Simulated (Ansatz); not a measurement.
# Sb: the cost of one run

Method: DFT PBE, scalar-relativistic, in Ansatz 0.2.0.

### 1 The structure to begin with

It takes space group Fm-3m (No. 225, cubic). Conventional cell: a = 4.610 Å, b = 4.610 Å, c = 4.610 Å, α = 90.00°, β = 90.00°, γ = 90.00°. Sb (site symmetry m-3m) has 12 Sb at 3.26 Å as nearest neighbours.

Structure file:

```xyz
1
Lattice="0.0000 2.3050 2.3050 2.3050 0.0000 2.3050 2.3050 2.3050 0.0000" Properties=species:S:1:pos:R:3 pbc="T T T"
Sb    0.0000    0.0000    0.0000
```

### 2 After the deformation

Space group Fm-3m before, I4/mmm after.

### 3 All-electron LAPW

Input file input.yaml:

```yaml
crystal:
  lattice:
    - [0.0, 2.3511, 2.305]
    - [2.3511, 0.0, 2.305]
    - [2.3511, 2.3511, 0.0]
  atoms:
    - { symbol: Sb, position: [0.0, 0.0, 0.0] }
kpoints:
  mp_grid: { grid: [12, 12, 12] }
  band_path:
    path:
      - [0.0, 0.0, 0.0]
      - [0.0, 0.5, 0.5]
      - [0.25, 0.75, 0.5]
      - [0.0, 0.5, 0.0]
      - [0.0, 0.0, 0.0]
      - [0.5, 0.5, 0.0]
      - [0.38005, 0.61995, 0.0]
      - [-0.38005, 0.38005, 0.0]
      - [0.0, 0.0, 0.0]
    npoints: 5
scf:
  occupations: { method: fermi_dirac, width: 0.05 }
hamiltonian:
  xc: pbe
  pseudopotentials: { kind: all_electron, lapw: { basis_error: 0.001 } }
output:
  forces: true
  stress: true
  eigenvalues: true
```

The run is started by

```bash
$ ansatz run input.yaml --threads 1 --pin off --max-ram 3072MiB --backend cpu --events-out ev --progress --plain --runs-dir out
```

**Question.** How long does this run take on 1 thread of Arm Neoverse V2, shared host, and how much memory does it need?

About 11 s, with a peak of 0.3 GiB.
